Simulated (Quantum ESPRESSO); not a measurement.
## Rb in Quantum ESPRESSO: convergence with k mesh

The system is Rb.

```
Rb
1.0
    -2.80250    2.80250    2.80250
     2.80250   -2.80250    2.80250
     2.80250    2.80250   -2.80250
Rb
1
Direct
  0.00000 0.00000 0.00000
```

| Item | Value |
| --- | --- |
| Program | Quantum ESPRESSO 7.5 |
| Task | single point |
| Functional | PBE |
| Potentials or basis | PseudoDojo 0.4 SR PBE stringent |
| Cutoff | 1225 eV |
| Density cutoff | 4898 eV |
| k mesh | 1 × 1 × 1 |
| Occupations | fermi-dirac, width 0.136 eV |
| Spin | no spin polarisation |

These are the settings of the first run; the series varies k mesh, with any setting tied to it.

Hardware: 1 thread of Arm Neoverse V1, with other jobs on the host.

Task: The values tried are 1 × 1 × 1, 2 × 2 × 2, 3 × 3 × 3, 4 × 4 × 4, 5 × 5 × 5, 6 × 6 × 6, 7 × 7 × 7, 8 × 8 × 8, 10 × 10 × 10, loosest first. From which on does the pressure stay within 0.1 GPa of the tightest run that finished?

Result: From 4 × 4 × 4 on.

```csv
k mesh,"energy less the tightest run, at zero smearing (meV/atom)",pressure (GPa),SCF cycles,CPU time (s),peak memory (GiB)
1 × 1 × 1,-1102.01,-0.01,6,2.8,0.13
2 × 2 × 2,346.01,-0.10,7,5.7,0.13
3 × 3 × 3,-91.59,0.00,7,7,0.13
4 × 4 × 4,41.43,0.17,7,13,0.14
5 × 5 × 5,-9.14,0.10,7,15,0.14
6 × 6 × 6,6.67,0.12,7,24,0.15
7 × 7 × 7,-3.64,0.11,7,29,0.16
8 × 8 × 8,1.50,0.12,7,42,0.17
10 × 10 × 10,0.00,0.11,7,66,0.19
```

Not settled before the last step: the energy (to 1 meV/atom). Meshes of other sizes hit other points, so gaps and Fermi surfaces needn't settle smoothly. The tightest run that finished is the yardstick and may itself not be fully converged.
